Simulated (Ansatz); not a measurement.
# CSi: a single-point run

Wanted: a converged single-point run for CSi, and a check of what comes out. The structure is shown as the input types it. The cell is built on a prototype (ordering on diamond) and needn't be the phase found in nature.

Computed with Ansatz 0.2.0 (density functional or hybrid calculation with the settings of its input, plane waves (as first typed), unless a step's input says otherwise).

5 further runs of the same task are left out: 3 for a known fault of the program, 2 that didn't finish.

## Step 1: The structure to begin with

The structure is orthorhombic, space group Pmma (No. 51). Conventional cell: a = 2.577 Å, b = 3.357 Å, c = 4.941 Å, α = 90.00°, β = 90.00°, γ = 90.00°. C (site symmetry mm2) is surrounded by 2 C at 1.55 Å. Si (site symmetry mm2) has 2 C at 1.96 Å as nearest neighbours.

The input asks for a charge of +2 e on the cell.

Structure file:

```cif
data_structure
_symmetry_space_group_name_H-M 'P 1'
_symmetry_Int_Tables_number 1
_cell_length_a 2.5765
_cell_length_b 3.3575
_cell_length_c 4.9412
_cell_angle_alpha 90.000
_cell_angle_beta 90.000
_cell_angle_gamma 90.000
_cell_volume 42.74
loop_
_atom_site_label
_atom_site_type_symbol
_atom_site_fract_x
_atom_site_fract_y
_atom_site_fract_z
_atom_site_occupancy
C1 C 0.75000 0.00000 0.91255 1
C2 C 0.25000 0.00000 0.08745 1
Si1 Si 0.25000 0.50000 0.29243 1
Si2 Si 0.75000 0.50000 0.70757 1
```

## Step 2: The run

Contents of input.yaml:

```yaml
crystal:
  lattice:
    - [2.5765145466, 0.0, 0.0]
    - [0.0, 3.3574656253, 0.0]
    - [0.0, 0.0, 4.9411647832]
  atoms:
    - { symbol: C, position: [0.75, 0.0, 0.9125510269] }
    - { symbol: C, position: [0.25, 0.0, 0.0874489731] }
    - { symbol: Si, position: [0.25, 0.5, 0.2924326166] }
    - { symbol: Si, position: [0.75, 0.5, 0.7075673834] }
kpoints:
  mp_grid: { grid: [6, 6, 4] }
hamiltonian:
  xc: pbe
scf:
  occupations: { method: fermi_dirac, width: 0.02 }
  n_extra_bands: 5
  max_iter: 96
output:
  forces: true
  stress: true
  eigenvalues: true
total_charge: 2
```

On the command line:

```sh
ansatz run input.yaml --threads 4 --pin off --max-ram 3686MiB --backend cpu --events-out ev --progress --plain --runs-dir out
```

What happens when this is run?

This run ends as converged. It gives a pressure of 33 GPa and a largest force of 2.5 eV/Å, which is large; a structure far from rest gives such values too, whatever the setting.

In the input, total_charge is 2. The net charge is not the one intended, so the run treats another number of electrons.

Run again and compare: delete total_charge (the default then holds).
